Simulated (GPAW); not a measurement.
# CdS (Greenockite) (P6_3mc) in GPAW: a series of runs

One crystal, CdS (Greenockite), is run at these levels: PBE; tasks: single point.

Program: GPAW 26.7.0. These are calculated values, not measurements. Logs are shortened: lines on timing, memory, paths and dates and some standing lists are left out, and cuts for length are marked. The log counts tension as positive stress, the text compression.

**The experiment to reproduce.**

From “Isotope dependence of band-gap energy”, 2008, arxiv:0807.2152, for a bulk crystal of CdS: band gap 2.5809 ± 0.0002 eV.

The results are compared with them further down.

## 1. Starting point

Symmetry: P6_3mc, No. 186, hexagonal system. The conventional cell has a = 4.150 Å, b = 4.150 Å, c = 6.737 Å, α = 90.00°, β = 90.00°, γ = 120.00°. Cd (site symmetry 3m) has 4 S at 2.53 to 2.54 Å as nearest neighbours. Around S (site symmetry 3m) lie 4 Cd at 2.53 to 2.54 Å.

## 2. Single point, PBE

run.py

```python
from ase import Atoms
from ase.dft.bandgap import bandgap
from ase.io import write
from ase.units import GPa
from gpaw import GPAW, PW

atoms = Atoms(['Cd', 'Cd', 'S', 'S'],
              cell=[[4.15, 0.0, 0.0],
                    [-2.075, 3.5940054257, 0.0],
                    [0.0, 0.0, 6.737]],
              scaled_positions=[[0.6666666667, 0.3333333333, 0.5],
                                [0.3333333333, 0.6666666667, 0.0],
                                [0.6666666667, 0.3333333333, 0.875],
                                [0.3333333333, 0.6666666667, 0.375]],
              pbc=True)

calc = GPAW(mode=PW(600),
            xc='PBE',
            kpts={'size': (7, 7, 4), 'gamma': True},
            occupations={'name': 'methfessel-paxton', 'order': 0, 'width': 0.015},
            nbands=31,
            convergence={'density': 1e-05, 'energy': 1e-05},
            maxiter=150,
            txt='gpaw.txt')
atoms.calc = calc
energy = atoms.get_potential_energy()
forces = atoms.get_forces()
stress = atoms.get_stress()
calc.write('gs.gpw')
write('result.traj', atoms)
print(f'Energy: {energy:.6f} eV')
print('Forces (eV/A):')
print(forces.round(4))
print('Stress (GPa):', (stress / GPa).round(3))
print('Fermi level:', round(calc.get_fermi_level(), 4), 'eV')
print(f'Gap: {bandgap(calc)[0]:.4f} eV, direct: {bandgap(calc, direct=True)[0]:.4f} eV')
```

Potentials or basis: GPAW PAW data sets (gpaw-data 1.2.1), pw.

Command:

```
$ OMP_NUM_THREADS=1 python run.py
```

gpaw.txt:

```text
__  _  _
 | _ |_)|_||  |
 |__||  | ||/\| - 26.7.0

Input parameters:
  mode=PW(ecut=600.0),
  convergence={'density': 1e-05, 'energy': 1e-05},
  kpts=MonkhorstPack(size=(7, 7, 4), gamma=True),
  maxiter=150,
  nbands=31,
  occupations=Occupations(name='methfessel-paxton', order=0, width=0.015),
  xc=XC(name='PBE')

Diagonalizing LCAO Hamiltonian
Converting LCAO to pw mode

            S

            Cd
        S

        Cd

Atoms  # Å, Bohr magnetons
|   | symbol |         x |        y |        z |    initial magnetic moments |
|---|--------|-----------|----------|----------|-----------------------------|
| 0 |     Cd |  2.075000 | 1.198002 | 3.368500 | ( 0.0000,  0.0000,  0.0000) |
| 1 |     Cd | -0.000000 | 2.396004 | 0.000000 | ( 0.0000,  0.0000,  0.0000) |
| 2 |      S |  2.075000 | 1.198002 | 5.894875 | ( 0.0000,  0.0000,  0.0000) |
| 3 |      S | -0.000000 | 2.396004 | 2.526375 | ( 0.0000,  0.0000,  0.0000) |

Unit cell  # Å
| periodic |         x |        y |        z |  lengths |     angles |
|----------|-----------|----------|----------|----------|------------|
|      yes |  4.150000 | 0.000000 | 0.000000 | 4.150000 |  90.000000 |
|      yes | -2.075000 | 3.594005 | 0.000000 | 4.150000 |  90.000000 |
|      yes |  0.000000 | 0.000000 | 6.737000 | 6.737000 | 120.000000 |

Number of symmetries: 6
Symmetry operations  # r_c * U_cc + t_c -> r_c
|   | kind |            matrix            |
|---|------|------------------------------|
| 0 |  σ   |  1, 1, 0,  0,-1, 0,  0, 0, 1 |
| 1 |  E   |  1, 0, 0,  0, 1, 0,  0, 0, 1 |
| 2 |  C3  |  0, 1, 0, -1,-1, 0,  0, 0, 1 |
| 3 |  σ   |  0,-1, 0, -1, 0, 0,  0, 0, 1 |
| 4 |  σ   | -1, 0, 0,  1, 1, 0,  0, 0, 1 |
| 5 |  C3  | -1,-1, 0,  1, 0, 0,  0, 0, 1 |

BZ-sampling:
  Number of BZ points: 196
  Number of IBZ points: 28

  Monkhorst-Pack size: [7, 7, 4]
  Monkhorst-Pack shift: [0.0, 0.0, 0.125]

K-points  # in reciprocal-cell coordinates
|     |                                coordinates |     weight |
|-----|--------------------------------------------|------------|
|   0 | (  0.00000000,   0.00000000,   0.00000000) | 0.00510204 |
|   1 | (  0.00000000,   0.00000000,   0.25000000) | 0.01020408 |
|   2 | (  0.00000000,   0.00000000,   0.50000000) | 0.00510204 |
|   3 | (  0.14285714,   0.00000000,  -0.25000000) | 0.03061224 |
|   4 | (  0.14285714,   0.00000000,   0.00000000) | 0.03061224 |
|   5 | (  0.14285714,   0.00000000,   0.25000000) | 0.03061224 |
|   6 | (  0.14285714,   0.00000000,   0.50000000) | 0.03061224 |
|   7 | (  0.28571429,  -0.14285714,   0.00000000) | 0.03061224 |
|   8 | (  0.28571429,  -0.14285714,   0.25000000) | 0.06122449 |
|   9 | (  0.28571429,  -0.14285714,   0.50000000) | 0.03061224 |
| ... |                                            |            |
|  27 | (  0.42857143,   0.42857143,   0.50000000) | 0.03061224 |

Plane wave coefficients: 3376
Cutoff: 600.0 eV

Spin-components: 1 (collinear spins)
Bands:           31
Projectors:      22
Spin-degeneracy: 2
Datatype:        complex128

Parallelization:
  kpt:    1
  domain: 1
  band:   1

Density:
  Valence electrons: 36.0
  Components: 1
  Grid points: [24 24 40]
  Charge: 0.0  # |e|

Potential:
  Grid points: [24 24 40]

species:
  Cd:
    name:    Cadmium
    Z:       48.0
    valence: 12
    core:    36
    charge:  0.0  # [|e|]
    compensation charges:
      type: gauss
      rc: 0.38  # [Å]
      lmax: 2
    cutoffs:
      filter: 2.12  # [Å]
      core: 2.62  # [Å]
    projectors
    | kind |    occ | energy [eV] | rcut [Å] |
    |------|--------|-------------|----------|
    |   5s |  2.000 |      -5.655 |    1.191 |
    |   5p |  0.000 |      -1.186 |    1.228 |
    |   4d | 10.000 |     -11.739 |    1.164 |
    |    s |        |      21.556 |    1.191 |
    |    p |        |      26.026 |    1.228 |
    |    d |        |      15.473 |    1.164 |

    Using partial waves for Cd as LCAO basis

  S:
    name:    Sulfur
    Z:       16.0
    valence: 6
    core:    10
    charge:  0.0  # [|e|]
    compensation charges:
      type: gauss
      rc: 0.24  # [Å]
      lmax: 2
    cutoffs:
      filter: 1.77  # [Å]
      core: 1.66  # [Å]
    projectors
    | kind |    occ | energy [eV] | rcut [Å] |
    |------|--------|-------------|----------|
    |   3s |  2.000 |     -17.254 |    0.974 |
    |   3p |  4.000 |      -7.008 |    0.979 |
    |    s |        |       9.957 |    0.974 |
    |    p |        |      20.203 |    0.979 |
    |    d |        |       0.000 |    0.900 |

    Using partial waves for S as LCAO basis

Reference energy: -326061.476468  # eV

eigensolver:
  PPCG
  Converge bands: occupied
  niter=2

density mixing:
  MSR1-Mixer
  Pratt-step length: 0.05
  Maximum mixing coefficient: 0.75
  Old densities: 10
  SVD Regularization: 0.005
  Good broyden scale: 1.0
  Trust region scale: 1.0
  Backstep threshold: 4.0
  History deletion threshold: 6.0
  Fourier metric: weight=20.0, sigma=0.015

occupation numbers:
  Methfessel-Paxton:
    width: 0.0150  # eV
    order: 0

poisson solver:
  ecut: 4800.0  # eV

xc functional:
  name: PBE with 2 nearest neighbor stencil

convergence criteria:
- Maximum integral of absolute [dens]ity change: 1e-05 electrons / valence electron
- Maximum [total energy] change in last 3 cyles: 1e-05 eV / valence electron
- Maximum integral of absolute [eigenst]ate change: 4e-08 eV^2 / valence electron
maximum number of iterations: 150

SCF iterations
|iter     | |      energy | eigst |  dens |
|---------|-|-------------|-------|-------|
|iter:   1| |  -13.697171 | -0.40 |       |
|iter:   2| |  -13.471898 | -2.10 | -1.12 |
|iter:   3| |  -12.684048 | -1.37 | -1.16 |
|iter:   4| |  -12.679890 | -3.22 | -1.73 |
|iter:   5| |  -12.679115 | -3.62 | -2.16 |
|iter:   6| |  -12.679220 | -4.97 | -2.86 |
|iter:   7| |  -12.679234c| -6.24 | -3.48 |
|iter:   8| |  -12.679234c| -7.31 | -4.41 |
|iter:   9| |  -12.679234c| -7.55c| -4.68 |
|iter:  10| |  -12.679234c| -7.84c| -5.19c|

Converged in 10 steps
Energy contributions relative to reference atoms: (reference = -326061.476468)

Energy contributions:
  Kinetic:          37.011610
  Coulomb:         -33.548933
  Zero:              0.289945
  External:          0.000000
  Xc:              -16.431855
  Entropy:          -0.000000
  Spinorbit:         0.000000
  ----------------------------
  Free energy:     -12.679234
  Extrapolated:    -12.679234

dipole moment: (-0.000000, -0.000021, -18.993700)  # |e|*Ang

Fermi level: 3.619
Eigenvalues  # (at kpt = [0.000, 0.000, 0.000])
| band index |      eig [eV] | occ [0-2] |
|------------|---------------|-----------|
|          0 |        -8.851 |     2.000 |
|        ... |               |           |
|         10 |        -3.654 |     2.000 |
|         11 |        -3.320 |     2.000 |
|         12 |        -0.883 |     2.000 |
|         13 |         2.699 |     2.000 |
|         14 |         2.699 |     2.000 |
|         15 |         3.419 |     2.000 |
[... 8 lines left out ...]
|         24 |        10.993 |     0.000 |
|         25 |        11.129 |     0.000 |
|        ... |               |           |
|         30 |        14.988 |     0.000 |

Gap: 1.177 eV
Transition (v -> c):
  (s=0, k=0, n=17, [0.00, 0.00, 0.00]) -> (s=0, k=0, n=18, [0.00, 0.00, 0.00])
No difference between direct/indirect transitions

Forces  # eV/Ang
|        x |        y |        z |
|----------|----------|----------|
| -0.00000 | -0.00000 | -0.06686 |  # Cd   0
| -0.00000 |  0.00000 | -0.06740 |  # Cd   1
| -0.00000 |  0.00000 |  0.06680 |  # S    2
| -0.00000 |  0.00000 |  0.06744 |  # S    3

Stress tensor  # eV/Ang^3
|         x |         y |         z |
|-----------|-----------|-----------|
| -0.010039 |  0.000000 | -0.000000 |
|  0.000000 | -0.010039 |  0.000000 |
| -0.000000 |  0.000000 | -0.014059 |

# Writing to gs.gpw (mode='')
```

Run time: 56 s. Hardware: 1 thread of Arm Neoverse V1, shared host; peak memory 0.23 GiB.

Results:

| Quantity | Value |
| --- | --- |
| Free energy | -12.6792 eV |
| Pressure | 1.8 GPa |
| Largest force | 0.067 eV/Å |
| Band gap on the k mesh | 1.18 eV, direct |

Forces on the atoms (eV/Å):
```
Cd   0.000  0.000 -0.067
Cd   0.000  0.000 -0.067
S    0.000  0.000  0.067
S    0.000  0.000  0.067
```

## 3. Single point, PBE

Changes to run.py since step 2:

```diff
@@ -19,3 +19,3 @@
             kpts={'size': (7, 7, 4), 'gamma': True},
-            occupations={'name': 'methfessel-paxton', 'order': 0, 'width': 0.015},
+            occupations={'name': 'methfessel-paxton', 'order': 0, 'width': 0.017},
             nbands=31,
```

Potentials or basis: GPAW PAW data sets (gpaw-data 1.2.1), pw.

Command:

```
$ OMP_NUM_THREADS=1 python run.py
```

gpaw.txt:

```text
__  _  _
 | _ |_)|_||  |
 |__||  | ||/\| - 26.7.0

Input parameters:
  mode=PW(ecut=600.0),
  convergence={'density': 1e-05, 'energy': 1e-05},
  kpts=MonkhorstPack(size=(7, 7, 4), gamma=True),
  maxiter=150,
  nbands=31,
  occupations=Occupations(name='methfessel-paxton', order=0, width=0.017),
  xc=XC(name='PBE')

Diagonalizing LCAO Hamiltonian
Converting LCAO to pw mode

            S

            Cd
        S

        Cd

Atoms  # Å, Bohr magnetons
|   | symbol |         x |        y |        z |    initial magnetic moments |
|---|--------|-----------|----------|----------|-----------------------------|
| 0 |     Cd |  2.075000 | 1.198002 | 3.368500 | ( 0.0000,  0.0000,  0.0000) |
| 1 |     Cd | -0.000000 | 2.396004 | 0.000000 | ( 0.0000,  0.0000,  0.0000) |
| 2 |      S |  2.075000 | 1.198002 | 5.894875 | ( 0.0000,  0.0000,  0.0000) |
| 3 |      S | -0.000000 | 2.396004 | 2.526375 | ( 0.0000,  0.0000,  0.0000) |

Unit cell  # Å
| periodic |         x |        y |        z |  lengths |     angles |
|----------|-----------|----------|----------|----------|------------|
|      yes |  4.150000 | 0.000000 | 0.000000 | 4.150000 |  90.000000 |
|      yes | -2.075000 | 3.594005 | 0.000000 | 4.150000 |  90.000000 |
|      yes |  0.000000 | 0.000000 | 6.737000 | 6.737000 | 120.000000 |

Number of symmetries: 6
Symmetry operations  # r_c * U_cc + t_c -> r_c
|   | kind |            matrix            |
|---|------|------------------------------|
| 0 |  σ   |  1, 1, 0,  0,-1, 0,  0, 0, 1 |
| 1 |  E   |  1, 0, 0,  0, 1, 0,  0, 0, 1 |
| 2 |  C3  |  0, 1, 0, -1,-1, 0,  0, 0, 1 |
| 3 |  σ   |  0,-1, 0, -1, 0, 0,  0, 0, 1 |
| 4 |  σ   | -1, 0, 0,  1, 1, 0,  0, 0, 1 |
| 5 |  C3  | -1,-1, 0,  1, 0, 0,  0, 0, 1 |

BZ-sampling:
  Number of BZ points: 196
  Number of IBZ points: 28

  Monkhorst-Pack size: [7, 7, 4]
  Monkhorst-Pack shift: [0.0, 0.0, 0.125]

K-points  # in reciprocal-cell coordinates
|     |                                coordinates |     weight |
|-----|--------------------------------------------|------------|
|   0 | (  0.00000000,   0.00000000,   0.00000000) | 0.00510204 |
|   1 | (  0.00000000,   0.00000000,   0.25000000) | 0.01020408 |
|   2 | (  0.00000000,   0.00000000,   0.50000000) | 0.00510204 |
|   3 | (  0.14285714,   0.00000000,  -0.25000000) | 0.03061224 |
|   4 | (  0.14285714,   0.00000000,   0.00000000) | 0.03061224 |
|   5 | (  0.14285714,   0.00000000,   0.25000000) | 0.03061224 |
|   6 | (  0.14285714,   0.00000000,   0.50000000) | 0.03061224 |
|   7 | (  0.28571429,  -0.14285714,   0.00000000) | 0.03061224 |
|   8 | (  0.28571429,  -0.14285714,   0.25000000) | 0.06122449 |
|   9 | (  0.28571429,  -0.14285714,   0.50000000) | 0.03061224 |
| ... |                                            |            |
|  27 | (  0.42857143,   0.42857143,   0.50000000) | 0.03061224 |

Plane wave coefficients: 3376
Cutoff: 600.0 eV

Spin-components: 1 (collinear spins)
Bands:           31
Projectors:      22
Spin-degeneracy: 2
Datatype:        complex128

Parallelization:
  kpt:    1
  domain: 1
  band:   1

Density:
  Valence electrons: 36.0
  Components: 1
  Grid points: [24 24 40]
  Charge: 0.0  # |e|

Potential:
  Grid points: [24 24 40]

species:
  Cd:
    name:    Cadmium
    Z:       48.0
    valence: 12
    core:    36
    charge:  0.0  # [|e|]
    compensation charges:
      type: gauss
      rc: 0.38  # [Å]
      lmax: 2
    cutoffs:
      filter: 2.12  # [Å]
      core: 2.62  # [Å]
    projectors
    | kind |    occ | energy [eV] | rcut [Å] |
    |------|--------|-------------|----------|
    |   5s |  2.000 |      -5.655 |    1.191 |
    |   5p |  0.000 |      -1.186 |    1.228 |
    |   4d | 10.000 |     -11.739 |    1.164 |
    |    s |        |      21.556 |    1.191 |
    |    p |        |      26.026 |    1.228 |
    |    d |        |      15.473 |    1.164 |

    Using partial waves for Cd as LCAO basis

  S:
    name:    Sulfur
    Z:       16.0
    valence: 6
    core:    10
    charge:  0.0  # [|e|]
    compensation charges:
      type: gauss
      rc: 0.24  # [Å]
      lmax: 2
    cutoffs:
      filter: 1.77  # [Å]
      core: 1.66  # [Å]
    projectors
    | kind |    occ | energy [eV] | rcut [Å] |
    |------|--------|-------------|----------|
    |   3s |  2.000 |     -17.254 |    0.974 |
    |   3p |  4.000 |      -7.008 |    0.979 |
    |    s |        |       9.957 |    0.974 |
    |    p |        |      20.203 |    0.979 |
    |    d |        |       0.000 |    0.900 |

    Using partial waves for S as LCAO basis

Reference energy: -326061.476468  # eV

eigensolver:
  PPCG
  Converge bands: occupied
  niter=2

density mixing:
  MSR1-Mixer
  Pratt-step length: 0.05
  Maximum mixing coefficient: 0.75
  Old densities: 10
  SVD Regularization: 0.005
  Good broyden scale: 1.0
  Trust region scale: 1.0
  Backstep threshold: 4.0
  History deletion threshold: 6.0
  Fourier metric: weight=20.0, sigma=0.015

occupation numbers:
  Methfessel-Paxton:
    width: 0.0170  # eV
    order: 0

poisson solver:
  ecut: 4800.0  # eV

xc functional:
  name: PBE with 2 nearest neighbor stencil

convergence criteria:
- Maximum integral of absolute [dens]ity change: 1e-05 electrons / valence electron
- Maximum [total energy] change in last 3 cyles: 1e-05 eV / valence electron
- Maximum integral of absolute [eigenst]ate change: 4e-08 eV^2 / valence electron
maximum number of iterations: 150

SCF iterations
|iter     | |      energy | eigst |  dens |
|---------|-|-------------|-------|-------|
|iter:   1| |  -13.697171 | -0.40 |       |
|iter:   2| |  -13.471898 | -2.10 | -1.12 |
|iter:   3| |  -12.684048 | -1.37 | -1.16 |
|iter:   4| |  -12.679890 | -3.22 | -1.73 |
|iter:   5| |  -12.679115 | -3.62 | -2.16 |
|iter:   6| |  -12.679220 | -4.97 | -2.86 |
|iter:   7| |  -12.679234c| -6.24 | -3.48 |
|iter:   8| |  -12.679234c| -7.31 | -4.41 |
|iter:   9| |  -12.679234c| -7.55c| -4.68 |
|iter:  10| |  -12.679234c| -7.84c| -5.19c|

Converged in 10 steps
Energy contributions relative to reference atoms: (reference = -326061.476468)

Energy contributions:
  Kinetic:          37.011610
  Coulomb:         -33.548933
  Zero:              0.289945
  External:          0.000000
  Xc:              -16.431855
  Entropy:          -0.000000
  Spinorbit:         0.000000
  ----------------------------
  Free energy:     -12.679234
  Extrapolated:    -12.679234

dipole moment: (-0.000000, -0.000021, -18.993700)  # |e|*Ang

Fermi level: 3.619
Eigenvalues  # (at kpt = [0.000, 0.000, 0.000])
| band index |      eig [eV] | occ [0-2] |
|------------|---------------|-----------|
|          0 |        -8.851 |     2.000 |
|        ... |               |           |
|         10 |        -3.654 |     2.000 |
|         11 |        -3.320 |     2.000 |
|         12 |        -0.883 |     2.000 |
|         13 |         2.699 |     2.000 |
|         14 |         2.699 |     2.000 |
|         15 |         3.419 |     2.000 |
[... 8 lines left out ...]
|         24 |        10.993 |     0.000 |
|         25 |        11.129 |     0.000 |
|        ... |               |           |
|         30 |        14.988 |     0.000 |

Gap: 1.177 eV
Transition (v -> c):
  (s=0, k=0, n=17, [0.00, 0.00, 0.00]) -> (s=0, k=0, n=18, [0.00, 0.00, 0.00])
No difference between direct/indirect transitions

Forces  # eV/Ang
|        x |        y |        z |
|----------|----------|----------|
| -0.00000 | -0.00000 | -0.06686 |  # Cd   0
| -0.00000 |  0.00000 | -0.06740 |  # Cd   1
| -0.00000 |  0.00000 |  0.06680 |  # S    2
| -0.00000 |  0.00000 |  0.06744 |  # S    3

Stress tensor  # eV/Ang^3
|         x |         y |         z |
|-----------|-----------|-----------|
| -0.010039 |  0.000000 | -0.000000 |
|  0.000000 | -0.010039 |  0.000000 |
| -0.000000 |  0.000000 | -0.014059 |

# Writing to gs.gpw (mode='')
```

It took 55 s on 1 thread of Arm Neoverse V1, shared host; peak memory 0.23 GiB.

Results:

* Free energy: -12.6792 eV
* Pressure: 1.8 GPa
* Largest force: 0.067 eV/Å
* Band gap on the k mesh: 1.18 eV, direct

Forces on the atoms (eV/Å):
```
Cd   0.000  0.000 -0.067
Cd   0.000  0.000 -0.067
S    0.000  0.000  0.067
S    0.000  0.000  0.067
```

## 4. Comparison with measurements

Step 2. A measured gap of CdS is 2.5809 eV (quoted in “Isotope dependence of band-gap energy”, 2008, arxiv:0807.2152); the calculated 1.18 eV misses it by -1.40 eV. So large a miss can be the level of theory's own, or it may mean another phase, state or a wrong row. Spin-orbit coupling on Cd is left out. The value is that of PBE, without temperature or zero-point motion. Semilocal functionals fall short of measured gaps as a rule.

Step 3. A measured gap of CdS is 2.5809 eV (quoted in “Isotope dependence of band-gap energy”, 2008, arxiv:0807.2152); the calculated 1.18 eV misses it by -1.40 eV. So large a miss can be the level of theory's own, or it may mean another phase, state or a wrong row. Spin-orbit coupling on Cd is left out. The value is that of PBE, without temperature or zero-point motion. Semilocal functionals fall short of measured gaps as a rule.
